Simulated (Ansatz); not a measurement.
**HfO2 (P4_2/mnm), random displacements**

All numbers below come from DFT r2SCAN, scalar-relativistic, plane waves, PAW (Ansatz 0.2.0). The runs took a 500 eV cutoff, a Γ-centred 6×6×8 mesh and Gaussian smearing (0.05 eV). Spin–orbit coupling is left out, which matters for the heavy elements here. No spin polarisation. Energies are free energies at this smearing, counted from the undisturbed cell; pressure is positive in compression.

The starting cell (as given, not relaxed at this level; this rutile-type form isn't the usual structure):

```
Hf O
1.0
     4.81353    0.00000    0.00000
     0.00000    4.81353    0.00000
     0.00000    0.00000    3.20542
Hf O
2 4
Cartesian
  0.0000 0.0000 0.0000
  2.4068 2.4068 1.6027
  0.9384 3.8751 1.6027
  1.4683 1.4683 0.0000
  3.3452 3.3452 0.0000
  3.8751 0.9384 1.6027
```

After a displacement of all atoms with no net shift, the run gives ΔE = 14.3 meV/atom; stress (xx, yy, zz, yz, xz, xy; compression positive) (3.56, 3.89, 5.38, -1.81, 0.80, -0.67) GPa; gap on the mesh 4.60 eV.

```tsv
atom	Fx (eV/Å)	Fy	Fz
Hf1	-0.393	0.482	-0.230
Hf2	-0.488	-0.238	-0.140
O3	-0.149	-0.343	0.727
O4	-0.474	-0.093	0.171
O5	0.864	0.692	-0.249
O6	0.640	-0.500	-0.278
```

(1) Which displacements (Å, in the unstrained cell) and strain were applied?

Results:

(1)
```tsv
atom	ux	uy	uz
Hf1	0.02	-0.02	0.00
Hf2	0.03	0.00	0.03
O3	0.03	0.05	-0.05
O4	0.00	0.00	-0.01
O5	-0.03	-0.02	0.02
O6	-0.04	0.00	0.01
```
The cell is not strained.

Cost: 1 run of about 1.5 core-minutes, on Intel Xeon Platinum 8259CL (Skylake/Cascade Lake) (shared hosts).